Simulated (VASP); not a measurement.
# Be: molecular dynamics of the melt

Be, P6_3/mmc (no. 194), 36 atoms in the cell. PBEsol, molecular dynamics; PAW potentials Be (PBE set).

Ensemble: NVT; Target temperature (K): 1870; Tags of the pair correlation: defaults; Volume scaled by: 1.08.

## Input

INCAR.step1:
```
GGA = PS ; PREC = Normal
ENCUT = 250 ; EDIFF = 1E-5
NELMIN = 4 ; NELM = 60
ALGO = Fast ; LREAL = Auto
LASPH = T ; ISMEAR = -1
SIGMA = 0.161 ; ISYM = 0
LWAVE = F ; LCHARG = F
IBRION = 0 ; POTIM = 1.0
ISIF = 2 ; RANDOM_SEED = 92907 0 0
NSW = 150 ; TEBEG = 3060
TEEND = 3060 ; MDALGO = 0
SMASS = -1 ; NBLOCK = 5
KPAR = 2 ; NCORE = 2
```

INCAR.step2, as INCAR.step1 but for:
```
- NSW = 150
- TEEND = 3060
+ NSW = 100
+ TEEND = 1870
```

INCAR.step3, as INCAR.step2 but for:
```
- NSW = 100
- TEBEG = 3060
- MDALGO = 0
- SMASS = -1
- NBLOCK = 5
+ NSW = 400
+ TEBEG = 1870
+ MDALGO = 2
+ SMASS = 0
```

KPOINTS:
```
k-points
0
Monkhorst-Pack
  2 2 1
```

POSCAR.step1:
```
Be
1.0
    7.0340544557      0.0000000000      0.0000000000
   -3.5170272278      6.0916698503      0.0000000000
    0.0000000000      0.0000000000      7.3546749457
Be
36
Direct
    0.2222222222      0.1111111111      0.3750000000
    0.2222222222      0.1111111111      0.8750000000
    0.2222222222      0.4444444444      0.3750000000
    0.2222222222      0.4444444444      0.8750000000
    0.2222222222      0.7777777778      0.3750000000
    0.2222222222      0.7777777778      0.8750000000
    0.5555555556      0.1111111111      0.3750000000
    0.5555555556      0.1111111111      0.8750000000
    0.5555555556      0.4444444444      0.3750000000
    0.5555555556      0.4444444444      0.8750000000
    0.5555555556      0.7777777778      0.3750000000
    0.5555555556      0.7777777778      0.8750000000
    0.8888888889      0.1111111111      0.3750000000
    0.8888888889      0.1111111111      0.8750000000
    0.8888888889      0.4444444444      0.3750000000
    0.8888888889      0.4444444444      0.8750000000
    0.8888888889      0.7777777778      0.3750000000
    0.8888888889      0.7777777778      0.8750000000
    0.1111111111      0.2222222222      0.1250000000
    0.1111111111      0.2222222222      0.6250000000
    0.1111111111      0.5555555556      0.1250000000
    0.1111111111      0.5555555556      0.6250000000
    0.1111111111      0.8888888889      0.1250000000
    0.1111111111      0.8888888889      0.6250000000
    0.4444444444      0.2222222222      0.1250000000
    0.4444444444      0.2222222222      0.6250000000
    0.4444444444      0.5555555556      0.1250000000
    0.4444444444      0.5555555556      0.6250000000
    0.4444444444      0.8888888889      0.1250000000
    0.4444444444      0.8888888889      0.6250000000
    0.7777777778      0.2222222222      0.1250000000
    0.7777777778      0.2222222222      0.6250000000
    0.7777777778      0.5555555556      0.1250000000
    0.7777777778      0.5555555556      0.6250000000
    0.7777777778      0.8888888889      0.1250000000
    0.7777777778      0.8888888889      0.6250000000
```

Commands (each step's output is kept before the next begins):
```
cat potpaw_PBE.64/Be/POTCAR > POTCAR
cp INCAR.step1 INCAR
cp POSCAR.step1 POSCAR
mpirun -np 4 vasp_std > vasp.out
cp CONTCAR POSCAR
cp INCAR.step2 INCAR
mpirun -np 4 vasp_std > vasp.out
cp CONTCAR POSCAR
cp INCAR.step3 INCAR
mpirun -np 4 vasp_std > vasp.out
```

## Result

- First-shell coordination: Be-Be 11.2
- Mean pressure (GPa): 7.76
- Mean temperature (K): 1868
- Rise of the mean potential energy above the start (meV/atom): -16.2
- Electronic steps per ionic step after the first: 4.0

Course of the run:

| Time (fs) | Temperature (K) | Potential energy less the first (meV/atom) |
|---|---|---|
| 1 | 2047 | 0.0 |
| 31 | 1530 | 25.2 |
| 61 | 1783 | 29.1 |
| 92 | 1801 | 46.0 |
| 125 | 1702 | -0.1 |
| 155 | 1900 | -61.3 |
| 185 | 1782 | -38.3 |
| 216 | 1849 | 8.3 |
| 246 | 2214 | -1.6 |
| 276 | 1500 | -7.4 |
| 309 | 2110 | -48.6 |
| 340 | 1737 | 34.0 |
| 370 | 1971 | -120.3 |
| 400 | 2508 | -10.0 |

First peak of the pair correlation:

| Pair | Distance (Å) | Height | First minimum (Å) | Coordination |
|---|---|---|---|---|
| Be-Be | 2.09 | 2.47 | 2.79 | 11.2 |

Mean square displacement (Å²):

| Time (fs) | Be |
|---|---|
| 1 | 0.00 |
| 18 | 0.13 |
| 36 | 0.32 |
| 53 | 0.43 |
| 70 | 0.53 |
| 88 | 0.63 |
| 105 | 0.71 |
| 122 | 0.80 |
| 140 | 0.89 |
| 157 | 0.98 |

REPORT:
```
MDALGO =   2
               SCALING =       0
                 CNEXP =     9.000   14.000
           RANDOM_SEED =             92907                0                0

   original number of atomic DOF:        105
   number of independent constraints:      0
   number of active DOF:                 105

========================================
         MD step No.       1
========================================

  >Energies
                    E_tot             E_pot             E_kin               EPS                ES
   e_b>   -0.99145389E+02   -0.12532601E+03    0.92603878E+01    0.00000000E+00    0.16920237E+02

  >Temperature
               T_sim     T_inst
   tmprt>   1870.000   2046.889

  >Thermostat:
           s(n+1) sdot(n+1)      s(n)   sdot(n)        Qs
   s_b>   1.00064   0.00127   1.00000   0.00000   0.26745

           RANDOM_SEED =             92907                0                0

[... steps left out ...]

========================================
         MD step No.     400
========================================

  >Energies
                    E_tot             E_pot             E_kin               EPS                ES
   e_b>   -0.99221607E+02   -0.12568768E+03    0.11346589E+02    0.39023305E-02    0.15115582E+02

  >Temperature
               T_sim     T_inst
   tmprt>   1870.000   2508.017

  >Thermostat:
           s(n+1) sdot(n+1)      s(n)   sdot(n)        Qs
   s_b>   0.89777   0.00646   0.89334   0.00239   0.26745

           RANDOM_SEED =             92907                0                0
```

REPORT.step1:
```
RANDOM_SEED =             92907                0                0

           RANDOM_SEED =             92907                0                0

           RANDOM_SEED =             92907                0                0

           RANDOM_SEED =             92907                0                0

           RANDOM_SEED =             92907                0                0

           RANDOM_SEED =             92907                0                0

           RANDOM_SEED =             92907                0                0

           RANDOM_SEED =             92907                0                0

           RANDOM_SEED =             92907                0                0

           RANDOM_SEED =             92907                0                0

           RANDOM_SEED =             92907                0                0

           RANDOM_SEED =             92907                0                0

           RANDOM_SEED =             92907                0                0

           RANDOM_SEED =             92907                0                0

           RANDOM_SEED =             92907                0                0

[... 9 lines left out ...]

           RANDOM_SEED =             92907                0                0

           RANDOM_SEED =             92907                0                0

           RANDOM_SEED =             92907                0                0

           RANDOM_SEED =             92907                0                0

           RANDOM_SEED =             92907                0                0

           RANDOM_SEED =             92907                0                0

           RANDOM_SEED =             92907                0                0

           RANDOM_SEED =             92907                0                0

           RANDOM_SEED =             92907                0                0

           RANDOM_SEED =             92907                0                0

           RANDOM_SEED =             92907                0                0
```

REPORT.step2:
```
RANDOM_SEED =             92907                0                0

           RANDOM_SEED =             92907                0                0

           RANDOM_SEED =             92907                0                0

           RANDOM_SEED =             92907                0                0

           RANDOM_SEED =             92907                0                0

           RANDOM_SEED =             92907                0                0

           RANDOM_SEED =             92907                0                0

           RANDOM_SEED =             92907                0                0

           RANDOM_SEED =             92907                0                0

           RANDOM_SEED =             92907                0                0

           RANDOM_SEED =             92907                0                0

           RANDOM_SEED =             92907                0                0

           RANDOM_SEED =             92907                0                0

           RANDOM_SEED =             92907                0                0

           RANDOM_SEED =             92907                0                0

           RANDOM_SEED =             92907                0                0

           RANDOM_SEED =             92907                0                0

           RANDOM_SEED =             92907                0                0

           RANDOM_SEED =             92907                0                0

           RANDOM_SEED =             92907                0                0

           RANDOM_SEED =             92907                0                0
```

OSZICAR:
```
N       E                     dE             d eps       ncg     rms          rms(c)
DAV:   1     0.223692313072E+02    0.22369E+02   -0.17405E+04   660   0.618E+02
DAV:   2    -0.122000395003E+03   -0.14437E+03   -0.13466E+03   840   0.121E+02
DAV:   3    -0.129832558764E+03   -0.78322E+01   -0.76148E+01   848   0.263E+01
DAV:   4    -0.129931065004E+03   -0.98506E-01   -0.97831E-01   800   0.303E+00
DAV:   5    -0.129932658783E+03   -0.15938E-02   -0.15924E-02   802   0.334E-01    0.860E+00
RMM:   6    -0.125967798873E+03    0.39649E+01   -0.57387E+00   660   0.501E+00    0.430E+00
RMM:   7    -0.125395888902E+03    0.57191E+00   -0.19108E+00   660   0.312E+00    0.175E+00
RMM:   8    -0.125332381044E+03    0.63508E-01   -0.19246E-01   679   0.114E+00    0.650E-01
RMM:   9    -0.125326193743E+03    0.61873E-02   -0.29030E-02   668   0.407E-01    0.159E-01
RMM:  10    -0.125325988385E+03    0.20536E-03   -0.64794E-03   686   0.179E-01    0.451E-02
RMM:  11    -0.125325999555E+03   -0.11170E-04   -0.10512E-03   671   0.746E-02    0.143E-02
RMM:  12    -0.125326010802E+03   -0.11247E-04   -0.22730E-04   605   0.304E-02    0.565E-03
[... left out ...]
    389 T=  1758. E= -.99208732E+02 F= -.12657253E+03 E0= -.12628690E+03  EK= 0.79550E+01 SP= 0.19E+02 SK= 0.68E+00
    399 T=  2550. E= -.99221961E+02 F= -.12587372E+03 E0= -.12559876E+03  EK= 0.11536E+02 SP= 0.15E+02 SK= 0.28E-02
[... last step whole ...]
       N       E                     dE             d eps       ncg     rms          rms(c)
DAV:   1    -0.125687262876E+03    0.18645E+00   -0.79965E-02   984   0.123E+00    0.170E-02
RMM:   2    -0.125687659088E+03   -0.39621E-03   -0.40274E-03   660   0.250E-01    0.160E-02
RMM:   3    -0.125687679118E+03   -0.20030E-04   -0.21370E-04   662   0.519E-02    0.124E-02
RMM:   4    -0.125687679917E+03   -0.79825E-06   -0.40036E-05   539   0.175E-02
    400 T=  2508. E= -.99221607E+02 F= -.12568768E+03 E0= -.12541160E+03  EK= 0.11347E+02 SP= 0.15E+02 SK= 0.39E-02
```

OSZICAR.step1:
```
N       E                     dE             d eps       ncg     rms          rms(c)
DAV:   1     0.670991225233E+01    0.67099E+01   -0.17174E+04   660   0.617E+02
DAV:   2    -0.129824622012E+03   -0.13653E+03   -0.12730E+03   864   0.120E+02
DAV:   3    -0.136602031111E+03   -0.67774E+01   -0.64446E+01   792   0.241E+01
DAV:   4    -0.136697055291E+03   -0.95024E-01   -0.94198E-01   808   0.294E+00
DAV:   5    -0.136698279731E+03   -0.12244E-02   -0.12234E-02   800   0.249E-01    0.492E+00
RMM:   6    -0.136351074888E+03    0.34720E+00   -0.24555E-02   660   0.748E-01    0.297E+00
RMM:   7    -0.136193588131E+03    0.15749E+00   -0.44743E-02   660   0.804E-01    0.518E-02
RMM:   8    -0.136193700199E+03   -0.11207E-03   -0.13747E-03   678   0.167E-01    0.237E-02
RMM:   9    -0.136193716766E+03   -0.16567E-04   -0.12384E-04   640   0.371E-02    0.353E-03
RMM:  10    -0.136193714616E+03    0.21495E-05   -0.19476E-05   488   0.139E-02
      1 T=  3060. E= -.12234988E+03 F= -.13619371E+03 E0= -.13571484E+03  EK= 0.13844E+02 SP= 0.00E+00 SK= 0.00E+00
       N       E                     dE             d eps       ncg     rms          rms(c)
[... left out ...]
    145 T=  3016. E= -.10486288E+03 F= -.11850877E+03 E0= -.11817958E+03  EK= 0.13646E+02 SP= 0.00E+00 SK= 0.00E+00
    149 T=  3080. E= -.10470189E+03 F= -.11863689E+03 E0= -.11828811E+03  EK= 0.13935E+02 SP= 0.00E+00 SK= 0.00E+00
[... last step whole ...]
       N       E                     dE             d eps       ncg     rms          rms(c)
DAV:   1    -0.118618423998E+03    0.18465E-01   -0.82800E-02   921   0.133E+00    0.221E-02
RMM:   2    -0.118618957471E+03   -0.53347E-03   -0.54506E-03   660   0.288E-01    0.212E-02
RMM:   3    -0.118618980248E+03   -0.22777E-04   -0.27080E-04   657   0.590E-02    0.152E-02
RMM:   4    -0.118618980157E+03    0.91147E-07   -0.51395E-05   590   0.202E-02
    150 T=  3076. E= -.10470200E+03 F= -.11861898E+03 E0= -.11826531E+03  EK= 0.13917E+02 SP= 0.00E+00 SK= 0.00E+00
```

OSZICAR.step2:
```
N       E                     dE             d eps       ncg     rms          rms(c)
DAV:   1     0.293608779588E+02    0.29361E+02   -0.17493E+04   660   0.617E+02
DAV:   2    -0.117626430317E+03   -0.14699E+03   -0.13700E+03   840   0.123E+02
DAV:   3    -0.125608435717E+03   -0.79820E+01   -0.77657E+01   840   0.266E+01
DAV:   4    -0.125704705817E+03   -0.96270E-01   -0.95788E-01   808   0.309E+00
DAV:   5    -0.125706180751E+03   -0.14749E-02   -0.14740E-02   816   0.322E-01    0.105E+01
RMM:   6    -0.119413631247E+03    0.62925E+01   -0.96480E+00   660   0.656E+00    0.490E+00
RMM:   7    -0.118679012485E+03    0.73462E+00   -0.27242E+00   660   0.376E+00    0.204E+00
RMM:   8    -0.118583924509E+03    0.95088E-01   -0.26934E-01   677   0.137E+00    0.832E-01
RMM:   9    -0.118572369346E+03    0.11555E-01   -0.61772E-02   668   0.586E-01    0.210E-01
RMM:  10    -0.118572348720E+03    0.20626E-04   -0.12964E-02   691   0.258E-01    0.706E-02
RMM:  11    -0.118572363230E+03   -0.14511E-04   -0.20450E-03   670   0.108E-01    0.230E-02
RMM:  12    -0.118572386654E+03   -0.23424E-04   -0.45228E-04   682   0.443E-02    0.944E-03
[... left out ...]
     97 T=  1942. E= -.11606376E+03 F= -.12484905E+03 E0= -.12451038E+03  EK= 0.87853E+01 SP= 0.00E+00 SK= 0.00E+00
     99 T=  1994. E= -.11606438E+03 F= -.12508646E+03 E0= -.12474292E+03  EK= 0.90221E+01 SP= 0.00E+00 SK= 0.00E+00
[... last step whole ...]
       N       E                     dE             d eps       ncg     rms          rms(c)
DAV:   1    -0.125208926698E+03   -0.12247E+00   -0.50809E-02  1024   0.101E+00    0.132E-02
RMM:   2    -0.125209180403E+03   -0.25371E-03   -0.25884E-03   660   0.200E-01    0.131E-02
RMM:   3    -0.125209193819E+03   -0.13416E-04   -0.14488E-04   657   0.435E-02    0.989E-03
RMM:   4    -0.125209194438E+03   -0.61836E-06   -0.25168E-05   500   0.148E-02
    100 T=  2021. E= -.11606494E+03 F= -.12520919E+03 E0= -.12486118E+03  EK= 0.91443E+01 SP= 0.00E+00 SK= 0.00E+00
```

Limits: 400 fs of 36 atoms are too short for converged averages; the cutoff is near the potentials' default, so the pressure holds a basis-set error of some GPa.

VASP 6.6.1 took 2793 s on 4 cores (Intel Xeon Platinum 8488C (Sapphire Rapids)), a shared host.
